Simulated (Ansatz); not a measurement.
Relaxation of Al15P17

Method: Ansatz, DFT PBE, scalar-relativistic, plane waves, PAW. Run with 420 eV cutoff, 2×2×2 k-mesh, shifted by half a step, Gaussian smearing of 0.01 eV, no spin polarisation.

What was changed: P on a Al site (Wyckoff letter a), charge +2, atoms relaxed at the host's cell.

In a supercell of 32 atoms the defect feels its periodic images.

Spin polarisation was left out.

Command:

```bash
ansatz run input.yaml --threads 4 --pin off --max-ram 6144MiB --backend cpu --events-out ev --progress --plain --runs-dir out
```

Input:

```yaml
crystal:
  lattice:
    - [-5.5073398843, 5.5073398843, -5.5073398843]
    - [5.5073398843, -5.5073398843, -5.5073398843]
    - [-5.5073398843, -5.5073398843, 5.5073398843]
  atoms:
    - { symbol: P, position: [0.5, 0.25, 0.25] }
    - { symbol: Al, position: [0.2529573632, 0.25, 0.5029739195] }
    - { symbol: Al, position: [0.0, 0.25, 0.75] }
    - { symbol: Al, position: [0.7529739195, 0.0029573632, 0.25] }
    - { symbol: Al, position: [0.7529739195, 0.25, 0.0029573632] }
    - { symbol: Al, position: [0.5, 0.0029573632, 0.5029739195] }
    - { symbol: Al, position: [0.2470260805, -0.0029739195, 0.7499834437] }
    - { symbol: Al, position: [0.0, 0.75, 0.25] }
    - { symbol: Al, position: [0.9999834437, 0.9970260805, 0.9970260805] }
    - { symbol: Al, position: [0.7470426368, 0.7500165563, 0.4970426368] }
    - { symbol: Al, position: [0.5, 0.75, 0.75] }
    - { symbol: Al, position: [0.2529573632, 0.5029739195, 0.25] }
    - { symbol: Al, position: [0.2470260805, 0.7499834437, -0.0029739195] }
    - { symbol: Al, position: [1.65563e-05, 0.4970426368, 0.4970426368] }
    - { symbol: Al, position: [0.7470426368, 0.4970426368, 0.7500165563] }
    - { symbol: Al, position: [0.5, 0.5029739195, 0.0029573632] }
    - { symbol: P, position: [0.5, 0.0043487878, 0.25] }
    - { symbol: P, position: [0.2501094287, 0.0001094287, 0.5016783237] }
    - { symbol: P, position: [-0.001568895, -0.0016783237, 0.748431105] }
    - { symbol: P, position: [0.7498905713, 0.751568895, 0.25] }
    - { symbol: P, position: [0.7516783237, 0.0001094287, 0.0001094287] }
    - { symbol: P, position: [0.5, 0.751568895, 0.4998905713] }
    - { symbol: P, position: [0.2483216763, 0.748431105, 0.748431105] }
    - { symbol: P, position: [0.001568895, 0.4998905713, 0.25] }
    - { symbol: P, position: [-0.001568895, 0.748431105, -0.0016783237] }
    - { symbol: P, position: [0.7456512122, 0.4956512122, 0.4956512122] }
    - { symbol: P, position: [0.5, 0.4998905713, 0.751568895] }
    - { symbol: P, position: [0.2543487878, 0.25, 0.25] }
    - { symbol: P, position: [0.2501094287, 0.5016783237, 0.0001094287] }
    - { symbol: P, position: [0.001568895, 0.25, 0.4998905713] }
    - { symbol: P, position: [0.7498905713, 0.25, 0.751568895] }
    - { symbol: P, position: [0.5, 0.25, 0.0043487878] }
  host:
    lattice:
      - [0.0, 2.7536699422, 2.7536699422]
      - [2.7536699422, 0.0, 2.7536699422]
      - [2.7536699422, 2.7536699422, 0.0]
    atoms:
      - { symbol: Al, position: [0.0, 0.0, 0.0] }
      - { symbol: P, position: [0.75, 0.75, 0.75] }
total_charge: 2
basis:
  ecutwfc: 420
  xc_grid: 2
kpoints:
  mp_grid: { grid: [2, 2, 2], shift: [0.5, 0.5, 0.5] }
hamiltonian:
  xc: pbe
scf:
  occupations: { method: gaussian, width: 0.01 }
output:
  forces: true
  stress: false
  eigenvalues: true
  charged_corrections:
    defect_position: [0.5, 0.25, 0.25]
    epsilon: [[10.3826, 0.0, 0.0], [0.0, 10.3826, 0.0], [0.0, 0.0, 10.3826]]
  write_density: true
  write_potential: true
  elf: true
  volumetric_format: npy
relax:
  adjacent_minimum: "off"
  f_tol: 0.025
  max_steps: 45
```

F is the free energy.

Steps:

```tsv
step	F − F(1) (eV)	largest force component (eV/Å)
1	0.0000	0.441
2	-0.1315	0.212
3	-0.1606	0.040
4	-0.1610	0.020
```

Relaxed structure:

```cif
data_structure
_symmetry_space_group_name_H-M 'P 1'
_symmetry_Int_Tables_number 1
_cell_length_a 9.5390
_cell_length_b 9.5390
_cell_length_c 9.5390
_cell_angle_alpha 109.471
_cell_angle_beta 109.471
_cell_angle_gamma 109.471
_cell_volume 668.17
loop_
_atom_site_label
_atom_site_type_symbol
_atom_site_fract_x
_atom_site_fract_y
_atom_site_fract_z
_atom_site_occupancy
P1 P 0.50000 0.25000 0.25000 1
Al1 Al 0.25612 0.25000 0.50595 1
Al2 Al 0.00000 0.25000 0.75000 1
Al3 Al 0.75595 0.00612 0.25000 1
Al4 Al 0.75595 0.25000 0.00612 1
Al5 Al 0.50000 0.00612 0.50595 1
Al6 Al 0.24405 0.99405 0.75017 1
Al7 Al 0.00000 0.75000 0.25000 1
Al8 Al 0.00017 0.99405 0.99405 1
Al9 Al 0.74388 0.74983 0.49388 1
Al10 Al 0.50000 0.75000 0.75000 1
Al11 Al 0.25612 0.50595 0.25000 1
Al12 Al 0.24405 0.75017 0.99405 1
Al13 Al 0.99983 0.49388 0.49388 1
Al14 Al 0.74388 0.49388 0.74983 1
Al15 Al 0.50000 0.50595 0.00612 1
P2 P 0.50000 0.01273 0.25000 1
P3 P 0.25003 0.00003 0.50374 1
P4 P 0.99629 0.99626 0.74629 1
P5 P 0.74997 0.75371 0.25000 1
P6 P 0.75374 0.00003 0.00003 1
P7 P 0.50000 0.75371 0.49997 1
P8 P 0.24626 0.74629 0.74629 1
P9 P 0.00371 0.49997 0.25000 1
P10 P 0.99629 0.74629 0.99626 1
P11 P 0.73727 0.48727 0.48727 1
P12 P 0.50000 0.49997 0.75371 1
P13 P 0.26273 0.25000 0.25000 1
P14 P 0.25003 0.50374 0.00003 1
P15 P 0.00371 0.25000 0.49997 1
P16 P 0.74997 0.25000 0.75371 1
P17 P 0.50000 0.25000 0.01273 1
```

The run converged. It took 40 s on 4 threads of Arm Neoverse N1 (shared host), peak memory 0.95 GiB.